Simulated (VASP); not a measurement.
The system is C.

```
CELL_PARAMETERS angstrom
2.52210 0.00000 0.00000
-1.26105 2.18420 0.00000
0.00000 0.00000 8.23710
ATOMIC_POSITIONS crystal
C 0.66667 0.33333 0.84375
C 0.33333 0.66667 0.34375
C 0.66667 0.33333 0.65625
C 0.33333 0.66667 0.15625
C 0.00000 0.00000 0.90625
C 0.00000 0.00000 0.40625
C 0.00000 0.00000 0.59375
C 0.00000 0.00000 0.09375
```

This is a hexagonal form of diamond, not graphite.

```yaml
Program: VASP 6.6.1
Task: relaxation of cell and atoms
Functional: revPBE
Dispersion: D3
Potentials_or_basis: VASP PAW PBE potentials, release 64 (C)
Cutoff: 600 eV
k_mesh: 12 × 12 × 4
Occupations: fermi-dirac, width 0.05 eV
Spin: no spin polarisation
```

At the start: pressure 2.1 GPa; volume 5.67 Å³/atom.

Task: How do energy, volume and symmetry change on relaxing?

Result: Over 8 steps the energy falls by 2.3 meV/atom and the volume is 5.70 Å³/atom (+0.5 %); space group P6_3/mmc (No. 194, to 0.05 Å).

Step by step:
| step | energy change (eV) | largest force (eV/Å) | pressure (GPa) | volume (Å³) |
| --- | --- | --- | --- | --- |
| 1 | 0.0000 | 0.3188 | 2.14 | 45.38 |
| 2 | 0.0117 | 0.4425 | -2.24 | 45.87 |
| 3 | -0.0183 | 0.0575 | 0.07 | 45.59 |
| 4 | -0.0183 | 0.0507 | 0.11 | 45.58 |
| 5 | -0.0183 | 0.0675 | -0.13 | 45.61 |
| 6 | -0.0185 | 0.0096 | -0.01 | 45.60 |
| 7 | -0.0185 | 0.0175 | 0.00 | 45.60 |
| 8 | -0.0185 | 0.0012 | 0.00 | 45.60 |

Final structure:
```
C
1.0
     2.51831    0.00000    0.00000
    -1.25915    2.18092    0.00000
     0.00000    0.00000    8.30187
C
8
Direct
  0.66667 0.33333 0.84444
  0.33333 0.66667 0.34444
  0.66667 0.33333 0.65556
  0.33333 0.66667 0.15556
  0.00000 0.00000 0.90694
  0.00000 0.00000 0.40694
  0.00000 0.00000 0.59306
  0.00000 0.00000 0.09306
```

Caveat: the PAW data sets were made with another functional, which shifts forces and pressure a little.
